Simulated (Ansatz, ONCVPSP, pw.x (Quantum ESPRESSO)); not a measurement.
# cobalt (Co) (bcc): variants of one ONCV potential in the solid

```json
{
  "Element": "cobalt",
  "Generator": "ONCVPSP 4.0.1.1 (patched build)",
  "Type": "optimised norm-conserving Vanderbilt (ONCV)",
  "Functional": "PBE",
  "Relativity": "scalar-relativistic",
  "Frozen core": "[Ne]",
  "Valence charge": "17",
  "Reference configuration": "3s2 3p6 3d7 4s2",
  "Partial waves": "3s+4s: rc 1.10 bohr, ncon 4, nbas 9, qcut 12.6 1/bohr, 2 projectors; 3p: rc 1.20 bohr, ncon 3, nbas 6, qcut 9.1 1/bohr, 2 projectors, debl 3.2 Ha; 3d: rc 1.50 bohr, ncon 3, nbas 8, qcut 10.9 1/bohr, 1 projector",
  "Local potential": "polynomial inside 0.85 bohr (lpopt 3, dvloc0 4 Ha)",
  "Core correction": "Teter function, fcfact 4.5, rcfact 1.15"
}
```

Crystal test: bcc Co in pw.x 7.5, no spin, 17³ k-points, Fermi–Dirac smearing 0.01 Ry, cutoffs set for each file from its atomic test. The reference is all-electron LAPW (Ansatz 0.2.0) with the same functional, mesh and smearing; V0 and B0 come from Birch–Murnaghan fits to the pressures at five volumes. Errors are pseudo minus all-electron; Δ is the rms difference of the E(V) curves that follow from these fits, minima aligned, over ±6 % about the mean V0. Mesh and smearing are coarse, so the numbers serve the comparison and aren't converged zero-temperature values; the lattice is a test structure that the element need not adopt. Spin polarisation and strong correlation are left out, which matters for this element.

All-electron: a0 = 2.768 Å (V0 = 10.61 Å³/atom), B0 = 232.6 GPa.

1 further variants are left out: they gave no file fit for a test, a broken result, the same result as the base, or pressures whose basis-set error rivals the error shown.

| change | cutoffs (Ry) | pw.x | a0 (Å) | a0 error (%) | B0 error (%) | Δ (meV/atom) | mean pressure error (GPa) |
| --- | --- | --- | --- | --- | --- | --- | --- |
| base | 145/580 | converged | 2.773 | +0.18 | -0.6 | 2.9 | +1.25 |
| p: nbas 7 | 145/580 | converged | 2.773 | +0.18 | -0.6 | 2.9 | +1.26 |
| s: ncon 5, nbas 10 | 155/620 | converged | 2.774 | +0.20 | -1.4 | 3.3 | +1.44 |
| local potential polynomial inside 1.00 bohr (lpopt 5, dvloc0 6 Ha) | 145/580 | converged | 2.773 | +0.19 | -0.5 | 3.0 | +1.32 |
| core correction Teter function, fcfact 4.5, rcfact 1.24 | 145/580 | converged | 2.773 | +0.18 | -0.8 | 2.9 | +1.28 |
